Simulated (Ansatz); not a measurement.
## Relaxing Cu27O14

Method: Ansatz, DFT LDA, scalar-relativistic, plane waves, PAW. Run with 420 eV cutoff, 2×2×2 k-mesh, shifted by half a step, Gaussian smearing of 0.01 eV, collinear spin.

What was changed: Cu vacancy (site c), charge +0, atoms relaxed at the host's cell.

In a supercell of 41 atoms the defect feels its periodic images, and the cell reads as a metal on the mesh, so a level in the gap can't be told from a carrier in the bands.

Command:

```bash
ansatz run input.yaml --threads 4 --pin off --max-ram 8192MiB --backend cpu --events-out ev --progress --plain --runs-dir out
```

Input:

```yaml
crystal:
  lattice:
    - [4.1663105654, 4.1663105654, 4.1663105654]
    - [0.0, -8.3326211309, 4.1663105654]
    - [4.1663105654, 0.0, -8.3326211309]
  atoms:
    - { symbol: Cu, position: [0.5357142857, 0.6428571429, 0.7142857143] }
    - { symbol: Cu, position: [0.8214285714, 0.7857142857, 0.4285714286] }
    - { symbol: Cu, position: [0.1071428571, 0.9285714286, 0.1428571429] }
    - { symbol: Cu, position: [0.6785714286, 0.2142857143, 0.5714285714] }
    - { symbol: Cu, position: [0.9642857143, 0.3571428571, 0.2857142857] }
    - { symbol: Cu, position: [0.25, 0.5, 0.0] }
    - { symbol: Cu, position: [0.5357142857, 0.1428571429, 0.2142857143] }
    - { symbol: Cu, position: [0.6785714286, 0.7142857143, 0.0714285714] }
    - { symbol: Cu, position: [0.9642857143, 0.8571428571, 0.7857142857] }
    - { symbol: Cu, position: [0.25, 0.0, 0.5] }
    - { symbol: Cu, position: [0.8214285714, 0.2857142857, 0.9285714286] }
    - { symbol: Cu, position: [0.1071428571, 0.4285714286, 0.6428571429] }
    - { symbol: Cu, position: [0.3928571429, 0.5714285714, 0.3571428571] }
    - { symbol: Cu, position: [0.3214285714, 0.7857142857, 0.9285714286] }
    - { symbol: Cu, position: [0.4642857143, 0.3571428571, 0.7857142857] }
    - { symbol: Cu, position: [0.75, 0.5, 0.5] }
    - { symbol: Cu, position: [0.0357142857, 0.6428571429, 0.2142857143] }
    - { symbol: Cu, position: [0.6071428571, 0.9285714286, 0.6428571429] }
    - { symbol: Cu, position: [0.8928571429, 0.0714285714, 0.3571428571] }
    - { symbol: Cu, position: [0.1785714286, 0.2142857143, 0.0714285714] }
    - { symbol: Cu, position: [0.75, 1.0, 1.0] }
    - { symbol: Cu, position: [0.8928571429, 0.5714285714, 0.8571428571] }
    - { symbol: Cu, position: [0.1785714286, 0.7142857143, 0.5714285714] }
    - { symbol: Cu, position: [0.4642857143, 0.8571428571, 0.2857142857] }
    - { symbol: Cu, position: [0.0357142857, 0.1428571429, 0.7142857143] }
    - { symbol: Cu, position: [0.3214285714, 0.2857142857, 0.4285714286] }
    - { symbol: Cu, position: [0.6071428571, 0.4285714286, 0.1428571429] }
    - { symbol: O, position: [0.5118143906, 0.0079670969, 0.0133799109], spin: 0.5 }
    - { symbol: O, position: [0.6428571429, 0.5714285714, 0.8571428571] }
    - { symbol: O, position: [0.9285714286, 0.7142857143, 0.5714285714] }
    - { symbol: O, position: [0.2142857143, 0.8571428571, 0.2857142857] }
    - { symbol: O, position: [0.7857142857, 0.1428571429, 0.7142857143] }
    - { symbol: O, position: [0.0714285714, 0.2857142857, 0.4285714286] }
    - { symbol: O, position: [0.3571428571, 0.4285714286, 0.1428571429] }
    - { symbol: O, position: [0.1428571429, 0.5714285714, 0.8571428571] }
    - { symbol: O, position: [0.262547187, 0.131333248, 0.69924176], spin: 0.5 }
    - { symbol: O, position: [0.5714285714, 0.2857142857, 0.4285714286] }
    - { symbol: O, position: [0.8571428571, 0.4285714286, 0.1428571429] }
    - { symbol: O, position: [0.4285714286, 0.7142857143, 0.5714285714] }
    - { symbol: O, position: [0.7142857143, 0.8571428571, 0.2857142857] }
    - { symbol: O, position: [1.0, 0.0, 0.0] }
  host:
    lattice:
      - [4.1663105654, 0.0, 0.0]
      - [0.0, 4.1663105654, 0.0]
      - [0.0, 0.0, 4.1663105654]
    atoms:
      - { symbol: Cu, position: [0.25, 0.25, 0.75] }
      - { symbol: Cu, position: [0.75, 0.25, 0.25] }
      - { symbol: Cu, position: [0.25, 0.75, 0.25] }
      - { symbol: Cu, position: [0.75, 0.75, 0.75] }
      - { symbol: O, position: [0.5, 0.5, 0.5] }
      - { symbol: O, position: [0.0, 0.0, 0.0] }
basis:
  ecutwfc: 420
  xc_grid: 2
kpoints:
  mp_grid: { grid: [2, 2, 2], shift: [0.5, 0.5, 0.5] }
hamiltonian:
  xc: lda
scf:
  occupations: { method: gaussian, width: 0.01 }
output:
  forces: true
  stress: false
  eigenvalues: true
  populations: true
  charged_corrections:
    defect_position: [0.39285714, 0.07142857, 0.85714286]
    epsilon: [[10.9128, 0.0, 0.0], [0.0, 10.9128, 0.0], [0.0, 0.0, 10.9128]]
  write_density: true
  write_potential: true
  elf: true
  volumetric_format: npy
magnetization:
  spin_polarized: true
relax:
  adjacent_minimum: "off"
  f_tol: 0.025
  max_steps: 45
```

F is the free energy.

Steps:

```tsv
step	F − F(1) (eV)	largest force component (eV/Å)
1	0.0000	2.454
2	-0.2165	1.739
3	-0.4351	0.421
4	-0.4536	0.229
5	-0.4607	0.005
6	-0.4607	0.005
```

Relaxed structure:

```cif
data_structure
_symmetry_space_group_name_H-M 'P 1'
_symmetry_Int_Tables_number 1
_cell_length_a 7.2163
_cell_length_b 9.3162
_cell_length_c 9.3162
_cell_angle_alpha 113.578
_cell_angle_beta 104.963
_cell_angle_gamma 104.963
_cell_volume 506.24
loop_
_atom_site_label
_atom_site_type_symbol
_atom_site_fract_x
_atom_site_fract_y
_atom_site_fract_z
_atom_site_occupancy
Cu1 Cu 0.53264 0.64053 0.71296 1
Cu2 Cu 0.82309 0.78434 0.43159 1
Cu3 Cu 0.10188 0.93242 0.14606 1
Cu4 Cu 0.68306 0.21017 0.56817 1
Cu5 Cu 0.96224 0.35837 0.28274 1
Cu6 Cu 0.25261 0.50210 0.00122 1
Cu7 Cu 0.52586 0.13898 0.20126 1
Cu8 Cu 0.67617 0.70822 0.06947 1
Cu9 Cu 0.94959 0.85139 0.78695 1
Cu10 Cu 0.25927 0.00393 0.51279 1
Cu11 Cu 0.83547 0.29128 0.92740 1
Cu12 Cu 0.10924 0.43455 0.64490 1
Cu13 Cu 0.39252 0.57113 0.35694 1
Cu14 Cu 0.31998 0.79679 0.92665 1
Cu15 Cu 0.46505 0.34612 0.78736 1
Cu16 Cu 0.74630 0.49315 0.49636 1
Cu17 Cu 0.03917 0.64957 0.21790 1
Cu18 Cu 0.61952 0.92842 0.63988 1
Cu19 Cu 0.89273 0.07136 0.35717 1
Cu20 Cu 0.16537 0.21397 0.07424 1
Cu21 Cu 0.72999 0.00235 0.99498 1
Cu22 Cu 0.89280 0.57148 0.85725 1
Cu23 Cu 0.17576 0.70945 0.56896 1
Cu24 Cu 0.46707 0.85973 0.28923 1
Cu25 Cu 0.05467 0.14038 0.71913 1
Cu26 Cu 0.31830 0.28287 0.42508 1
Cu27 Cu 0.60943 0.43305 0.14521 1
O1 O 0.48180 0.00829 0.98385 1
O2 O 0.63669 0.56324 0.85278 1
O3 O 0.92711 0.71062 0.57515 1
O4 O 0.21855 0.86610 0.29261 1
O5 O 0.80163 0.14392 0.71402 1
O6 O 0.06930 0.28803 0.42869 1
O7 O 0.35452 0.42475 0.14192 1
O8 O 0.14884 0.57965 0.86159 1
O9 O 0.30288 0.13466 0.73005 1
O10 O 0.56686 0.27663 0.42158 1
O11 O 0.85826 0.43219 0.13924 1
O12 O 0.43049 0.71750 0.57194 1
O13 O 0.71610 0.85471 0.28566 1
O14 O 0.98301 0.99861 0.00026 1
```

The run converged. Time: 12 min on 4 threads of Intel(R) Xeon(R) Processor @ 2.70GHz, with other jobs on the host, peak memory 3.8 GiB.